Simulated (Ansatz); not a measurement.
**Mixing energy, order and entropy in CuAu**

Theory: DFT PBE, scalar-relativistic, plane waves, PAW (Ansatz).

Plane waves to 420 eV, a k mesh through Γ of 6×6×6 on the computed 16-atom cell and Gaussian smearing (0.10 eV); no spin polarisation.

Cells of 16 atoms on a fcc lattice, 8 Cu, 8 Au, each occupation relaxed without symmetry on a coarser mesh and computed once more. α is the first-shell Warren–Cowley parameter of unlike pairs (negative: unlike neighbours in excess, 0: random). ΔH counts from the elements in their standard crystals.

| cell | α | ΔH (meV/atom) | V (Å³/atom) | rms shift from sites (Å) |
| --- | --- | --- | --- | --- |
| 1 | 0.00 | -8 | 15.19 | 0.11 |
| 2 | -0.21 | -34 | 15.11 | 0.09 |
| 3 | 0.00 | -9 | 15.20 | 0.10 |

**Question.** Weigh the mixing energy against the ideal entropy.

**Answer.** Ideal mixing gives S = −k_B Σ x ln x = 0.693 k_B per atom (5.8 J/(mol K)), worth 60 meV/atom at 1000 K. The cell nearest to random, 1, has ΔH = -8 meV/atom. That is near zero, so entropy favours the solution over the elements, unless compounds lie lower. ΔH includes the cost of putting the elements on this lattice where they prefer another, and what the coarser relaxation leaves, which can only raise it; vibrational entropy is left out.

**Question.** Does the alloy prefer like or unlike neighbours?

**Answer.** Across α from -0.21 to 0.00 the energy spans 27 meV/atom, a slope of 125 meV/atom per unit of α. Lower α is lower in energy: unlike neighbours are favoured, a tendency to order, which fits the negative ΔH. With 3 cells this is a hint: farther shells and local relaxation also differ between them.

The final mesh leaves forces up to 0.03 eV/Å and stresses up to 0.8 GPa.

Spin–orbit coupling is left out, which can shift energies with elements as heavy as these.

Cost: 6 runs of about 48 core-minutes in all (earlier runs that led there not counted), on Intel Xeon Platinum 8375C (Ice Lake) (shared hosts).